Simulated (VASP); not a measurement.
## CrO2: band structure with PBEsol

CrO2:

```
Cr O
1.0
     4.42300    0.00000    0.00000
     0.00000    4.42300    0.00000
     0.00000    0.00000    2.91800
Cr O
2 4
Cartesian
  0.0000 0.0000 0.0000
  2.2115 2.2115 1.4590
  1.3313 1.3313 0.0000
  0.8802 3.5428 1.4590
  3.0917 3.0917 0.0000
  3.5428 0.8802 1.4590
```

| Property | Result |
| --- | --- |
| Program | VASP 6.6.1 |
| Task | band structure |
| Functional | PBEsol |
| Potentials or basis | VASP PAW PBE potentials, release 64 (Cr_pv, O) |
| Cutoff | 520 eV |
| k mesh | 8 × 8 × 12 |
| Occupations | fermi-dirac, width 0.05 eV |
| Spin | collinear spin, ferromagnetic start |
| Starting moments | [3.0, 3.0, 0.0, 0.0, 0.0, 0.0] μB |
| Further INCAR settings | ALGO = Normal; EDIFF = 1e-06 |

```
Band gap along the path : none (metal or under the smearing width)
Net moment              : 4.00 μB per cell
```

Levels at the corners of the path, in eV from the Fermi level:
Spin up:
| point | band 22 | band 23 | band 24 | band 25 | band 26 | band 27 | band 28 | band 29 | band 30 | band 31 |
| --- | --- | --- | --- | --- | --- | --- | --- | --- | --- | --- |
| Γ | -1.26 | -1.26 | -1.18 | -1.15 | -1.15 | -0.65 | 1.09 | 1.20 | 3.64 | 3.64 |
| X | -1.63 | -0.80 | -0.80 | -0.28 | -0.28 | 0.32 | 0.32 | 3.30 | 3.30 | 3.30 |
| X | -1.63 | -0.80 | -0.80 | -0.28 | -0.28 | 0.32 | 0.32 | 3.30 | 3.30 | 3.30 |
| M | -2.21 | -1.51 | -1.51 | -1.12 | -1.12 | 0.89 | 0.89 | 2.72 | 2.72 | 3.62 |
| M | -2.21 | -1.51 | -1.51 | -1.12 | -1.12 | 0.89 | 0.89 | 2.72 | 2.72 | 3.62 |
| Γ | -1.26 | -1.26 | -1.18 | -1.15 | -1.15 | -0.65 | 1.09 | 1.20 | 3.64 | 3.64 |
| Γ | -1.26 | -1.26 | -1.18 | -1.15 | -1.15 | -0.65 | 1.09 | 1.20 | 3.64 | 3.64 |
| Z | -2.71 | -0.64 | -0.64 | 0.01 | 0.01 | 0.74 | 0.74 | 2.44 | 2.44 | 2.80 |
| Z | -2.71 | -0.64 | -0.64 | 0.01 | 0.01 | 0.74 | 0.74 | 2.44 | 2.44 | 2.80 |
| R | -1.94 | -1.45 | -1.45 | -0.64 | -0.64 | 0.93 | 0.93 | 1.56 | 1.56 | 4.25 |
| R | -1.94 | -1.45 | -1.45 | -0.64 | -0.64 | 0.93 | 0.93 | 1.56 | 1.56 | 4.25 |
| A | -1.69 | -0.63 | -0.63 | -0.22 | -0.22 | 0.01 | 0.01 | 2.81 | 2.81 | 3.06 |
| A | -1.69 | -0.63 | -0.63 | -0.22 | -0.22 | 0.01 | 0.01 | 2.81 | 2.81 | 3.06 |
| Z | -2.71 | -0.64 | -0.64 | 0.01 | 0.01 | 0.74 | 0.74 | 2.44 | 2.44 | 2.80 |
| X | -1.63 | -0.80 | -0.80 | -0.28 | -0.28 | 0.32 | 0.32 | 3.30 | 3.30 | 3.30 |
| R | -1.94 | -1.45 | -1.45 | -0.64 | -0.64 | 0.93 | 0.93 | 1.56 | 1.56 | 4.25 |
| M | -2.21 | -1.51 | -1.51 | -1.12 | -1.12 | 0.89 | 0.89 | 2.72 | 2.72 | 3.62 |
| A | -1.69 | -0.63 | -0.63 | -0.22 | -0.22 | 0.01 | 0.01 | 2.81 | 2.81 | 3.06 |
Spin down:
| point | band 19 | band 20 | band 21 | band 22 | band 23 | band 24 | band 25 | band 26 |
| --- | --- | --- | --- | --- | --- | --- | --- | --- |
| Γ | -1.73 | -1.39 | -1.39 | -0.91 | 0.81 | 0.82 | 1.09 | 1.09 |
| X | -2.93 | -2.93 | -1.73 | -1.73 | 1.46 | 1.46 | 1.74 | 1.74 |
| X | -2.93 | -2.93 | -1.73 | -1.73 | 1.46 | 1.46 | 1.74 | 1.74 |
| M | -2.57 | -2.57 | -2.27 | -2.27 | 0.83 | 0.83 | 1.12 | 1.12 |
| M | -2.57 | -2.57 | -2.27 | -2.27 | 0.83 | 0.83 | 1.12 | 1.12 |
| Γ | -1.73 | -1.39 | -1.39 | -0.91 | 0.81 | 0.82 | 1.09 | 1.09 |
| Γ | -1.73 | -1.39 | -1.39 | -0.91 | 0.81 | 0.82 | 1.09 | 1.09 |
| Z | -3.69 | -3.69 | -2.59 | -2.59 | 1.61 | 1.61 | 2.01 | 2.01 |
| Z | -3.69 | -3.69 | -2.59 | -2.59 | 1.61 | 1.61 | 2.01 | 2.01 |
| R | -3.15 | -3.15 | -2.08 | -2.08 | 0.58 | 0.58 | 2.05 | 2.05 |
| R | -3.15 | -3.15 | -2.08 | -2.08 | 0.58 | 0.58 | 2.05 | 2.05 |
| A | -2.44 | -2.44 | -1.64 | -1.64 | 1.25 | 1.25 | 1.86 | 1.86 |
| A | -2.44 | -2.44 | -1.64 | -1.64 | 1.25 | 1.25 | 1.86 | 1.86 |
| Z | -3.69 | -3.69 | -2.59 | -2.59 | 1.61 | 1.61 | 2.01 | 2.01 |
| X | -2.93 | -2.93 | -1.73 | -1.73 | 1.46 | 1.46 | 1.74 | 1.74 |
| R | -3.15 | -3.15 | -2.08 | -2.08 | 0.58 | 0.58 | 2.05 | 2.05 |
| M | -2.57 | -2.57 | -2.27 | -2.27 | 0.83 | 0.83 | 1.12 | 1.12 |
| A | -2.44 | -2.44 | -1.64 | -1.64 | 1.25 | 1.25 | 1.86 | 1.86 |

It took 17 min on 1 thread of AMD EPYC 7R43 64-Core Processor (Zen 3) (shared host), peak memory 0.4 GiB.

Caveat: the log is that of the step along the path at fixed density, whose energy, stress, charges and moments have no meaning; semilocal functionals often make such compounds metallic where correlation or magnetic order opens a gap, which also shifts bond lengths; only a ferromagnetic start was run, and an antiferromagnetic order may lie lower in energy.
